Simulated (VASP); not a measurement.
# Cu₈H: nudged elastic band

Cu₈H, defect, 9 atoms in the cell. PBE, nudged elastic band; PAW potentials Cu, H (PBE set).

Path: an interstitial H atom hops to the next site of its kind; Moving images: 3.

## Input

INCAR.step1:
```
PREC = Normal
ENCUT = 300
EDIFF = 1E-6
ISMEAR = 1
SIGMA = 0.1
LREAL = False
LASPH = True
NELM = 100
ALGO = Normal
LWAVE = False
LCHARG = False
IBRION = 2
NSW = 100
ISIF = 2
EDIFFG = -0.02
POTIM = 0.5
KPAR = 6
```

INCAR.step3:
```
PREC = Normal
ENCUT = 300
EDIFF = 1E-6
ISMEAR = 1
SIGMA = 0.1
LREAL = False
LASPH = True
NELM = 100
ALGO = Normal
LWAVE = False
LCHARG = False
IBRION = 1
POTIM = 0.3
NSW = 100
EDIFFG = -0.05
SPRING = -5
IMAGES = 3
KPAR = 2
```

KPOINTS:
```
k-points
0
Gamma
  8 4 4
```

00/POSCAR:
```
Cu8H
1.0
    1.2184636900     -3.9763780104      0.0000000000
    2.4369273800      7.9527560208      0.0000000000
    0.0000000000      0.0000000000      4.9509910470
Cu H
8 1
Direct
    0.8623041211      0.0668675051      0.3777591780
    0.8623041211      0.0668675051      0.8722408220
    0.8699848866      0.5718449283      0.3772164423
    0.8699848866      0.5718449283      0.8727835577
    0.1423897764      0.4412892195      0.1250000000
    0.1286364115      0.4325311309      0.6250000000
    0.1328820429      0.9333480517      0.1250000000
    0.1258703679      0.9296572864      0.6250000000
    0.4500878303      0.2635272226      0.1250000000
```

01/POSCAR:
```
Cu8H
1.0
    1.2184636900     -3.9763780104      0.0000000000
    2.4369273800      7.9527560208      0.0000000000
    0.0000000000      0.0000000000      4.9509910470
Cu H
8 1
Direct
    0.8610137921      0.0684678198      0.3844456733
    0.8509713722      0.0641874060      0.8781277460
    0.8681667280      0.5732590820      0.3841422093
    0.8700441894      0.5752408796      0.8786293808
    0.1458304158      0.4429311957      0.1336873741
    0.1279215067      0.4343588644      0.6314523111
    0.1247566629      0.9297187600      0.1336186594
    0.1237113511      0.9308791982      0.6315612174
    0.4720284261      0.2587345721      0.0693354286
```

02/POSCAR:
```
Cu8H
1.0
    1.2184636900     -3.9763780104      0.0000000000
    2.4369273800      7.9527560208      0.0000000000
    0.0000000000      0.0000000000      4.9509910470
Cu H
8 1
Direct
    0.8603680800      0.0701326568      0.3903826727
    0.8428585419      0.0626777679      0.8854032374
    0.8660270836      0.5742423642      0.3902002805
    0.8684334988      0.5775026476      0.8856476233
    0.1447960293      0.4434951680      0.1423745401
    0.1272861901      0.4360401881      0.6373951005
    0.1192207963      0.9286701646      0.1421301458
    0.1216270224      0.9319304345      0.6375775088
    0.4938272021      0.2530863861      0.0138888909
```

03/POSCAR:
```
Cu8H
1.0
    1.2184636900     -3.9763780104      0.0000000000
    2.4369273800      7.9527560208      0.0000000000
    0.0000000000      0.0000000000      4.9509910470
Cu H
8 1
Direct
    0.8597326358      0.0718139788      0.3963254632
    0.8418241787      0.0632417832      0.8940904040
    0.8639427733      0.5752936250      0.3962165664
    0.8628977497      0.5764540881      0.8941591147
    0.1366831788      0.4419854868      0.1496500324
    0.1266406053      0.4377050269      0.6433320998
    0.1176099957      0.9309319020      0.1491483815
    0.1194873595      0.9329136923      0.6436355859
    0.5156259677      0.2474381946     -0.0415576479
```

04/POSCAR:
```
Cu8H
1.0
    1.2184636900     -3.9763780104      0.0000000000
    2.4369273800      7.9527560208      0.0000000000
    0.0000000000      0.0000000000      4.9509910470
Cu H
8 1
Direct
    0.8590175878      0.0736417079      0.4027777778
    0.8452648402      0.0648838035      0.9027777778
    0.8617837762      0.5765155632      0.4027777778
    0.8547725059      0.5728248427      0.9027777778
    0.1253504134      0.4393053434      0.1555369598
    0.1253504134      0.4393053434      0.6500185957
    0.1176691822      0.9343278205      0.1549941957
    0.1176691822      0.9343278205      0.6505613599
    0.5375665432      0.2426455329     -0.0972222222
```

POSCAR.step1:
```
Cu8H
1.0
    1.2184636900     -3.9763780104      0.0000000000
    2.4369273800      7.9527560208      0.0000000000
    0.0000000000      0.0000000000      4.9509910470
Cu H
8 1
Direct
    0.8661333500      0.0669333250      0.3750000000
    0.8661333500      0.0669333250      0.8750000000
    0.8661333500      0.5669333250      0.3750000000
    0.8661333500      0.5669333250      0.8750000000
    0.1338666500      0.4330666750      0.1250000000
    0.1338666500      0.4330666750      0.6250000000
    0.1338666500      0.9330666750      0.1250000000
    0.1338666500      0.9330666750      0.6250000000
    0.4444444444      0.2777777778      0.1250000000
```

POSCAR.step2:
```
Cu8H
1.0
    1.2184636900     -3.9763780104      0.0000000000
    2.4369273800      7.9527560208      0.0000000000
    0.0000000000      0.0000000000      4.9509910470
Cu H
8 1
Direct
    0.8661333500      0.0669333250      0.3750000000
    0.8661333500      0.0669333250      0.8750000000
    0.8661333500      0.5669333250      0.3750000000
    0.8661333500      0.5669333250      0.8750000000
    0.1338666500      0.4330666750      0.1250000000
    0.1338666500      0.4330666750      0.6250000000
    0.1338666500      0.9330666750      0.1250000000
    0.1338666500      0.9330666750      0.6250000000
    0.5555555556      0.2222222222     -0.1250000000
```

Commands (each step's output is kept before the next begins):
```
cat potpaw_PBE.64/Cu/POTCAR potpaw_PBE.64/H/POTCAR > POTCAR
cp INCAR.step1 INCAR
cp POSCAR.step1 POSCAR
mpirun -np 6 vasp_std > vasp.out
cp POSCAR.step2 POSCAR
mpirun -np 6 vasp_std > vasp.out
# 00 and 04 hold the relaxed ends, the second shifted as a whole so that the mean position stays; the images between are interpolated (pair-distance (IDPP))
cp INCAR.step3 INCAR
mpirun -np 6 vasp_std > vasp.out
```

## Result

- Barrier (eV): 0.054
- Barrier of the reverse step (eV): 0.054
- Energy of the second end over the first (eV): 0.000
- Top of the path (share of its length): 0.50
- Length of the path (Å): 1.29
- Steps of the band: 3
- Ionic steps, all stages: 31
- Electronic steps, all stages: 316

Energy along the relaxed band:

| Image | Distance along the path (Å) | Energy above the first end (eV) | Slope along the path (eV/Å) | Largest force across the path (eV/Å) |
|---|---|---|---|---|
| 0 | 0.000 | 0.000 | relaxed end |  |
| 1 | 0.324 | 0.029 | 0.127 | 0.034 |
| 2 | 0.646 | 0.054 | 0.000 | 0.029 |
| 3 | 0.969 | 0.029 | -0.127 | 0.034 |
| 4 | 1.292 | 0.000 | relaxed end |  |

The two ends have the same energy within 0.01 eV.

Limits: the cell holds 9 atoms, so the vacancy or interstitial meets its own images and the barrier isn't that of a lone defect; the atom stays on the straight, symmetric line between the sites, so the barrier is an upper bound: a way around it wasn't tried.

VASP 6.6.1 took 234 s on 6 cores (Intel Xeon 6975P-C (Granite Rapids)), a shared host.
